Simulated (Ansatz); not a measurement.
# CdH2: LAPW beside PAW

Does the method matter for CdH2? The same cell, functional and mesh are run with LAPW, all electrons, frozen-core PAW and all-electron PAW on datasets made for the crystal.

Method: DFT PBE, scalar-relativistic, in Ansatz 0.2.0.

1 further run of the same task is left out (set aside as unsound or not needed).

## Step 1: The starting structure

Symmetry: Fm-3m, No. 225, cubic system. The conventional cell has a = 5.106 Å, b = 5.106 Å, c = 5.106 Å, α = 90.00°, β = 90.00°, γ = 90.00°. Cd (site symmetry m-3m) is surrounded by 8 H at 2.21 Å. Around H (site symmetry -43m) lie 4 Cd at 2.21 Å.

Coordinates:

```
CELL_PARAMETERS angstrom
0.00000 2.55277 2.55277
2.55277 0.00000 2.55277
2.55277 2.55277 0.00000
ATOMIC_POSITIONS crystal
Cd 0.00000 0.00000 0.00000
H 0.25000 0.25000 0.25000
H 0.75000 0.75000 0.75000
```

The structure (fluorite type) was typed from a prototype and relaxed by PAW; whether it is the ground state wasn't tested.

Atoms are numbered in the order of the input: Cd1, H2, H3.

## Step 2: LAPW, all electrons

Contents of input.yaml:

```yaml
crystal:
  lattice:
    - [0.0, 2.5527748203, 2.5527748203]
    - [2.5527748203, 0.0, 2.5527748203]
    - [2.5527748203, 2.5527748203, 0.0]
  atoms:
    - { symbol: Cd, position: [0.0, 0.0, 0.0] }
    - { symbol: H, position: [0.25, 0.25, 0.25] }
    - { symbol: H, position: [0.75, 0.75, 0.75] }
kpoints:
  mp_grid: { grid: [11, 11, 11] }
  band_path:
    path:
      - [0.0, 0.0, 0.0]
      - [0.5, 0.0, 0.5]
      - [0.625, 0.25, 0.625]
      - [0.375, 0.375, 0.75]
      - [0.0, 0.0, 0.0]
      - [0.5, 0.5, 0.5]
      - [0.5, 0.25, 0.75]
      - [0.5, 0.0, 0.5]
    npoints: 8
scf:
  occupations: { method: fermi_dirac, width: 0.05 }
hamiltonian:
  xc: pbe
  pseudopotentials: { kind: all_electron, lapw: { basis_error: 0.001 } }
output:
  forces: true
  stress: true
  eigenvalues: true
  populations: true
  dos: { projected: true, de: 0.2, e_range: [-14, 8] }
```

## Step 3: Frozen-core PAW

input.yaml: that of step 2 with these lines changed.

```diff
@@ -26,3 +26,3 @@
   xc: pbe
-  pseudopotentials: { kind: all_electron, lapw: { basis_error: 0.001 } }
+  pseudopotentials: { kind: paw }
 output:
@@ -31,3 +31,5 @@
   eigenvalues: true
+  efg: { contact_densities: true }
   populations: true
+  bader: true
   dos: { projected: true, de: 0.2, e_range: [-14, 8] }
```

## Step 4: All-electron PAW on datasets made for the crystal

input.yaml: that of step 3 with these lines changed.

```diff
@@ -26,3 +26,3 @@
   xc: pbe
-  pseudopotentials: { kind: paw }
+  pseudopotentials: { kind: all_electron, datasets: crystal }
 output:
@@ -32,4 +32 @@
   efg: { contact_densities: true }
-  populations: true
-  bader: true
-  dos: { projected: true, de: 0.2, e_range: [-14, 8] }
```

(Steps that only read results are left out.)

What does the calculation give? Wanted: pressure; gap; Bader charges.

As calculated:

```
           quantity                                             value
           pressure  LAPW -0.01, PAW 0.00, crystal datasets -0.01 GPa
         gap (LAPW)                                              none
Bader charges (PAW)                             Cd1 +0.78, H2 -0.39 e
```

In words: The pressure is within half a GPa of zero, so the volume is close to equilibrium at this level. There is no gap at this level; the crystal is a metal here. H 1s carries the largest share, 60 %, of the projected states within 0.3 eV of the Fermi level. The projection holds only the free atom's occupied shells (Cd 5s, Cd 4d, H 1s in this range). PAW lies less than 0.01 GPa from LAPW in pressure.
